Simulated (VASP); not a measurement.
# SiO2 (I-42d) in VASP: notebook, part 2 of 2

VASP 6.6.1. The steps go on from the part before.

**3. Band structure, HSE03**

POSCAR

```
SiO2
1.0
   -2.4772904627      2.4772904627      3.6556712422
    2.4772904627     -2.4772904627      3.6556712422
    2.4772904627      2.4772904627     -3.6556712422
Si O
2 4
Direct
    0.7500000000      0.2500000000      0.5000000000
    0.0000000000      0.0000000000      0.0000000000
    0.8750000000      0.0282138700      0.6532138700
    0.7782138700      0.1250000000      0.1532138700
    0.9717861300      0.6250000000      0.8467861300
    0.3750000000      0.2217861300      0.3467861300
```

INCAR.step1

```
PREC = Accurate ; ENCUT = 520
EDIFF = 1E-5 ; ISMEAR = 0
SIGMA = 0.02 ; LREAL = F
LASPH = T ; NELM = 80
ALGO = Normal ; ISIF = 2
LWAVE = T ; LCHARG = F
NBANDS = 25 ; GGA = PE
KPAR = 4
```

INCAR.step2

```
PREC = Accurate ; ENCUT = 520
EDIFF = 1E-6 ; ISMEAR = 0
SIGMA = 0.02 ; LREAL = F
LASPH = T ; NELM = 80
ALGO = Normal ; ISIF = 2
LWAVE = F ; LCHARG = F
GGA = PE ; LHFCALC = T
HFSCREEN = 0.3 ; PRECFOCK = Fast
NBANDS = 25 ; ISTART = 1
KPAR = 4
```

KPOINTS

```
regular mesh
0
Gamma
  4 4 4
```

KPOINTS_OPT

```
path GXYSGZS1NPY1Z,XP
8
line-mode
reciprocal
 0.0000000000  0.0000000000  0.0000000000  G
 0.0000000000  0.0000000000  0.5000000000  X

 0.0000000000  0.0000000000  0.5000000000  X
-0.2296093669  0.2296093669  0.5000000000  Y

-0.2296093669  0.2296093669  0.5000000000  Y
-0.3648046834  0.3648046834  0.3648046834  S

-0.3648046834  0.3648046834  0.3648046834  S
 0.0000000000  0.0000000000  0.0000000000  G

 0.0000000000  0.0000000000  0.0000000000  G
 0.5000000000  0.5000000000 -0.5000000000  Z

 0.5000000000  0.5000000000 -0.5000000000  Z
 0.3648046834  0.6351953166 -0.3648046834  S1

 0.3648046834  0.6351953166 -0.3648046834  S1
 0.0000000000  0.5000000000  0.0000000000  N

 0.0000000000  0.5000000000  0.0000000000  N
 0.2500000000  0.2500000000  0.2500000000  P

 0.2500000000  0.2500000000  0.2500000000  P
 0.5000000000  0.5000000000 -0.2296093669  Y1

 0.5000000000  0.5000000000 -0.2296093669  Y1
 0.5000000000  0.5000000000 -0.5000000000  Z

 0.0000000000  0.0000000000  0.5000000000  X
 0.2500000000  0.2500000000  0.2500000000  P
```

Potentials or basis: VASP PAW PBE potentials, release 64 (Si, O).

The run is started by

```console
$ cat potpaw_PBE.64/Si/POTCAR potpaw_PBE.64/O/POTCAR > POTCAR
$ cp INCAR.step1 INCAR
$ mpirun -np 4 vasp_std > vasp.out
$ cp INCAR.step2 INCAR
$ mpirun -np 4 vasp_std > vasp.out
```

OUTCAR:

```text
PREC = Accurate
   ENCUT = 520
   EDIFF = 1E-6
   ISMEAR = 0
   LREAL = F
   LASPH = T
   NELM = 80
   ISIF = 2
   GGA = PE
   LHFCALC = T
   HFSCREEN = 0.3
   PRECFOCK = Fast
   ISTART = 1

 ion  position               nearest neighbor table
   1  0.750  0.250  0.500-   4 1.61   5 1.61   6 1.61   3 1.61   2 3.08   2 3.08   2 3.08   2 3.08

   2  0.000  0.000  0.000-   3 1.61   5 1.61   6 1.61   4 1.61   1 3.08   1 3.08   1 3.08   1 3.08

   3  0.875  0.028  0.653-   2 1.61   1 1.61
   4  0.778  0.125  0.153-   1 1.61   2 1.61
   5  0.972  0.625  0.847-   1 1.61   2 1.61
   6  0.375  0.222  0.347-   1 1.61   2 1.61

  LATTYP: Found a body centered tetragonal cell.
 ALAT       =     4.9545809254
 C/A-ratio  =     1.4756732395

  Lattice vectors:

 A1 = (  -2.4772904627,   2.4772904627,   3.6556712422)
 A2 = (   2.4772904627,  -2.4772904627,   3.6556712422)
 A3 = (   2.4772904627,   2.4772904627,  -3.6556712422)

Analysis of symmetry for initial positions (statically):
=====================================================================
 Subroutine PRICEL returns:
 Original cell was already a primitive cell.

 Routine SETGRP: Setting up the symmetry group for a
 body centered tetragonal supercell.

 Subroutine GETGRP returns: Found  8 space group operations
 (whereof  4 operations were pure point group operations)
 out of a pool of 16 trial point group operations.

The static configuration has the point symmetry S_4 .
 The point group associated with its full space group is D_2d.

Analysis of symmetry for dynamics (positions and initial velocities):
=====================================================================
 Subroutine PRICEL returns:
 Original cell was already a primitive cell.

 Routine SETGRP: Setting up the symmetry group for a
 body centered tetragonal supercell.

 Subroutine GETGRP returns: Found  8 space group operations
 (whereof  4 operations were pure point group operations)
 out of a pool of 16 trial point group operations.

The dynamic configuration has the point symmetry S_4 .
 The point group associated with its full space group is D_2d.

 Subroutine INISYM returns: Found  8 space group operations
 (whereof  4 operations are pure point group operations),
 and found     1 'primitive' translations

----------------------------------------------------------------------------------------

                                     Primitive cell

  volume of cell :      89.7390

  direct lattice vectors                    reciprocal lattice vectors
    -2.477290463  2.477290463  3.655671242     0.000000000  0.201833417  0.136773787
     2.477290463 -2.477290463  3.655671242     0.201833417  0.000000000  0.136773787
     2.477290463  2.477290463 -3.655671242     0.201833417  0.201833417  0.000000000

  length of vectors
     5.063385064  5.063385064  5.063385064     0.243810987  0.243810987  0.285435556

[... 53 lines left out ...]
 -0.250000  0.250000  0.250000      4.000000
  0.500000  0.500000  0.250000      4.000000
 -0.250000  0.500000  0.250000      8.000000
 -0.250000 -0.250000  0.250000      2.000000
  0.500000  0.500000  0.500000      1.000000
   k-points           NKPTS =     13   k-points in BZ     NKDIM =     64   number of bands    NBANDS=     25
   number of dos      NEDOS =    301   number of ions     NIONS =      6
   total plane-waves  NPLWV =  64000
   dimension x,y,z NGX =    40 NGY =   40 NGZ =   40
   dimension x,y,z NGXF=    80 NGYF=   80 NGZF=   80
   ions per type =               2   4
   NGX,Y,Z   is equivalent  to a cutoff of  13.13, 13.13, 13.13 a.u.
   NGXF,Y,Z  is equivalent  to a cutoff of  26.27, 26.27, 26.27 a.u.
 SYSTEM =  unknown system
   PREC   = accura    normal or accurate (medium, high low for compatibility)
   ISTART =      1    job   : 0-new  1-cont  2-samecut
   ICHARG =      0    charge: 1-file 2-atom 10-const
   ISPIN  =      1    spin polarized calculation?
   LNONCOLLINEAR =      F non collinear calculations
   LSORBIT =      F    spin-orbit coupling
   LASPH  =      T    aspherical Exc in radial PAW
   ENCUT  =  520.0 eV  38.22 Ry    6.18 a.u.   9.41  9.41  9.41*2*pi/ulx,y,z
   NELM   =     80;   NELMIN=  2; NELMDL=  0     # of ELM steps
   EDIFF  = 0.1E-05   stopping-criterion for ELM
   LREAL  =      F    real-space projection
   EDIFFG = 0.1E-04   stopping-criterion for IOM
   NSW    =      0    number of steps for IOM
   IBRION =     -1    ionic relax: 0-MD 1-quasi-New 2-CG
   NFREE  =      0    steps in history (QN), initial steepest desc. (CG)
   ISIF   =      2    stress and relaxation
   ISYM   =      3    0-nonsym 1-usesym 2-fastsym
   POTIM  = 0.5000    time-step for ionic-motion
   TEBEG  =    0.0;   TEEND  =   0.0 temperature during run
   PSTRESS=    0.0 pullay stress
   NELECT =      32.0000    total number of electrons
   NUPDOWN=      -1.0000    fix difference up-down
   EMIN   =  10.00;   EMAX   =-10.00  energy-range for DOS
   EFERMI =   0.00;   METHOD = LEGACY
   ISMEAR =     0;   SIGMA  =   0.02  broadening in eV -4-tet -1-fermi 0-gaus
   EFERMI_NEDOS =   21; number of points for ismear=-14 and -15
   IALGO  =     38    algorithm
   IMIX   =      1    mixing-type and parameters
     AMIX     =   0.40;   BMIX     =  1.00
     AMIX_MAG =   1.60;   BMIX_MAG =  1.00
  volume/ion in A,a.u.               =      14.96       100.93
  Fermi-wavevector in a.u.,A,eV,Ry     =   1.160908  2.193798 18.336674  1.347708
  Thomas-Fermi vector in A             =   2.297486
   LORBIT       =      0    0 simple, 1 ext, 2 COOP (PROOUT), +10 PAW based schemes
   GGA     = PE    functional components
   LHFCALC =     T    Hartree Fock is set to
   PRECFOCK=fast      Normal, Fast or Accurate (Low or Medium for compatibility)
   ENCUT4O =  -1.0   cutoff for four orbital integrals eV
   NKREDX  =     1    reduce k-point grid by
   NKREDY  =     1    reduce k-point grid by
   NKREDZ  =     1    reduce k-point grid by
   AEXX    =    0.2500 exact exchange contribution
   HFSCREEN=    0.3000 screening length (either q_TF or 0.3 A-1)
   HFSCREENC=   0.3000 screening length for correlation (either q_TF or 0.3 A-1)
   ENCUTFOCK=  -1.0 apply spherical cutoff to Coloumb kernel
   IVDW    =     0    specifies the selected vdW correction
   LEPSILON=     F    determine dielectric tensor
   LRPA    =     F    only Hartree local field effects (RPA)
 non-spin polarized calculation
 Gauss-broadening in eV      SIGMA  =   0.02
  energy-cutoff  :      520.00
  volume of cell :       89.74
 maximum number of plane-waves:      2435
 NGX is ok and might be reduce to    40
  NGX = 24; NGY = 24; NGZ = 24

 number of electron      32.0000000 magnetization

 Free energy of the ion-electron system (eV)
  ---------------------------------------------------
  ext. energy  EPLUGINS =         0.00000000
  ---------------------------------------------------
  free energy    TOTEN  =       -57.06867495 eV

  energy without entropy =      -57.06867495  energy(sigma->0) =      -57.06867495

 E-fermi :  -1.4782     XC(G=0):  -6.9123

 val. band max:       -1.6049321423   @ k =   0.0000   0.0000   0.0000
 cond. band min:       5.8305303096   @ k =   0.0000   0.0000   0.0000
 fundamental gap:      7.4354624519
 Fermi energy:        -1.4781562086

 k-point     1 :       0.0000    0.0000    0.0000
  band No.  band energies     occupation
      1     -22.3464      2.00000
      2     -20.1697      2.00000
      3     -20.1697      2.00000
      4     -20.1058      2.00000
      5     -11.2625      2.00000
      6      -7.3630      2.00000
[... 353 lines left out ...]
     24      13.0438      0.00000
     25      13.9681      0.00000

------------------------ aborting loop because EDIFF is reached ----------------------------------------

  FORCE on cell =-STRESS in cart. coord.  units (eV):
  Direction    XX          YY          ZZ          XY          YZ          ZX
  --------------------------------------------------------------------------------------
  -------------------------------------------------------------------------------------
  Total        0.0109486      0.0109486      0.0708198      0.0000000      0.0000000      0.0000000
  in kB        0.1954734      0.1954734      1.2643986      0.0000000      0.0000000      0.0000000
  external PRESSURE =       0.5517818 kB  Pullay stress =       0.0000000 kB

 VOLUME and BASIS-vectors are now :
 -----------------------------------------------------------------------------
  energy-cutoff  :      520.00
  volume of cell :       89.74
      direct lattice vectors                 reciprocal lattice vectors
    -2.477290463  2.477290463  3.655671242     0.000000000  0.201833417  0.136773787
     2.477290463 -2.477290463  3.655671242     0.201833417  0.000000000  0.136773787
     2.477290463  2.477290463 -3.655671242     0.201833417  0.201833417  0.000000000

 POSITION                                       TOTAL-FORCE (eV/Angst)
 -----------------------------------------------------------------------------------
      0.00000      2.47729      1.82784         0.000000     -0.000000      0.000000
      0.00000      0.00000      0.00000         0.000000     -0.000000     -0.000000
     -0.47953      3.71594      0.91392         0.063571     -0.000000     -0.000000
     -1.23865      1.99776      2.74175         0.000000      0.063571     -0.000000
      1.23865      2.95683      2.74175         0.000000     -0.063571     -0.000000
      0.47953      1.23865      0.91392        -0.063571     -0.000000     -0.000000
 -----------------------------------------------------------------------------------
    total drift:                               -0.000002      0.000002      0.000006

  FREE ENERGIE OF THE ION-ELECTRON SYSTEM (eV)
  ---------------------------------------------------
  free  energy   TOTEN  =       -57.0686749545 eV

  energy  without entropy=      -57.0686749545  energy(sigma->0) =      -57.06867495
```

Wall time 48 min (4 MPI ranks of Intel Xeon Platinum 8488C (Sapphire Rapids), shared host); peak memory 0.37 GiB.

Results:

```
Free energy             : -57.0687 eV
Pressure                : 0.1 GPa
Largest force           : 0.064 eV/Å
Band gap on the k mesh  : 7.44 eV, direct
Band gap along the path : 7.44 eV, direct
```

Forces in eV/Å, atoms in the order of the input:
```
Si   0.000  0.000  0.000
Si   0.000  0.000  0.000
O    0.064  0.000  0.000
O    0.000  0.064  0.000
O    0.000 -0.064  0.000
O   -0.064  0.000  0.000
```

Stress tensor (GPa, compression positive):
```
0.02 0.00 0.00
0.00 0.02 0.00
0.00 0.00 0.13
```

Levels at the corners of the path, in eV from the valence-band top:
```csv
point,band 14,band 15,band 16,band 17,band 18,band 19
Γ,-0.73,0.00,0.00,7.44,10.51,12.48
X,-1.04,-0.35,-0.35,10.74,10.74,12.04
X,-1.04,-0.35,-0.35,10.74,10.74,12.04
Y,-1.13,-0.49,-0.49,11.11,11.11,11.37
Y,-1.13,-0.49,-0.49,11.11,11.11,11.37
S,-1.19,-0.67,-0.28,10.83,10.97,10.98
S,-1.19,-0.67,-0.28,10.83,10.97,10.98
Γ,-0.73,0.00,0.00,7.44,10.51,12.48
Γ,-0.73,0.00,0.00,7.44,10.51,12.48
Z,-1.56,-0.33,-0.33,10.51,10.51,11.99
Z,-1.56,-0.33,-0.33,10.51,10.51,11.99
S1,-1.19,-0.67,-0.28,10.83,10.97,10.98
S1,-1.19,-0.67,-0.28,10.83,10.97,10.98
N,-0.82,-0.51,-0.15,9.94,10.48,11.34
N,-0.82,-0.51,-0.15,9.94,10.48,11.34
P,-1.06,-0.47,-0.47,11.11,11.11,11.27
P,-1.06,-0.47,-0.47,11.11,11.11,11.27
Y1,-1.13,-0.49,-0.49,11.11,11.11,11.37
Y1,-1.13,-0.49,-0.49,11.11,11.11,11.37
Z,-1.56,-0.33,-0.33,10.51,10.51,11.99
X,-1.04,-0.35,-0.35,10.74,10.74,12.04
P,-1.06,-0.47,-0.47,11.11,11.11,11.27
```

Caveat: the k mesh is coarse (spacing up to 0.45 Å⁻¹), so the values aren't converged, least of all with exact exchange; the PAW data sets were made with another functional, which shifts forces and pressure a little.
